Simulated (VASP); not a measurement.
Wanted: the native input for a VASP 6.6.1 run.

| Property | Result |
| --- | --- |
| Task | relaxation of the atoms |
| Functional | PBEsol |
| Potentials or basis | VASP PAW PBE potentials, release 64 (O, Ti_sv) |
| Cutoff | 520 eV |
| k mesh | 9 × 6 × 1 |
| Occupations | gaussian, width 0.03 eV |
| Spin | no spin polarisation |
| Dipole correction | yes |
| Further INCAR settings | ALGO = Normal; EDIFF = 1e-06; IBRION = 2; EDIFFG = -0.02; NSW = 80 |

The structure of TiO2 lies in POSCAR:

```
TiO2
1.0
    2.9417410000      0.0000000000      0.0000000000
    0.0000000000      4.5927070000      0.0000000000
    0.0000000000      0.0000000000     21.3900628800
O Ti
6 3
Direct
    0.5000000000      0.1956750000      0.3506301100
    0.5000000000      0.8043250000      0.4346577200
    0.0000000000      0.3043250000      0.4579861900
    0.0000000000      0.6956750000      0.5420138100
    0.5000000000      0.1956750000      0.5653422800
    0.5000000000      0.8043250000      0.6493698900
    0.0000000000      0.0000000000      0.3926439100
    0.5000000000      0.5000000000      0.5000000000
    0.0000000000      0.0000000000      0.6073560900
```

One way to write it, as run:

INCAR

```
PREC     = Accurate       # precision mode
ENCUT    = 520            # plane-wave cutoff, eV
EDIFF    = 1E-6           # SCF threshold, eV
ISMEAR   = 0              # smearing method
SIGMA    = 0.03           # smearing width, eV
LREAL    = F              # projectors in reciprocal space
LASPH    = T              # aspherical terms in the spheres
NELM     = 80             # most SCF steps
ALGO     = Normal         # electronic algorithm
ISIF     = 2              # what is computed and relaxed
LWAVE    = F              # write WAVECAR
LCHARG   = F              # write CHGCAR
LDIPOL   = T            
IDIPOL   = 3            
DIPOL    = 0.5 0.5 0.500
GGA      = PS             # functional
IBRION   = 2              # ionic algorithm
NSW      = 80             # ionic steps
EDIFFG   = -0.02          # ionic threshold
KPAR     = 4
```

KPOINTS

```
regular mesh
0
Gamma
  9 6 1
```

Potentials or basis: VASP PAW PBE potentials, release 64 (O, Ti_sv).

Launch:

```sh
$ cat potpaw_PBE.64/O/POTCAR potpaw_PBE.64/Ti_sv/POTCAR > POTCAR
$ mpirun -np 4 vasp_std > vasp.out
```

Results of the run:

```json
{"Energy gained by relaxing": "131.0 meV/atom", "Ionic steps": "34", "Largest force after relaxing": "0.011 eV/Å", "Band gap on the k mesh": "2.12 eV, direct"}
```

Caveat: the PAW data sets were made with another functional, which shifts forces and pressure a little.

Wall time 39 min on 4 MPI ranks on Intel(R) Xeon(R) Platinum 8488C (Sapphire Rapids) (shared host), peak memory 0.5 GiB a rank.
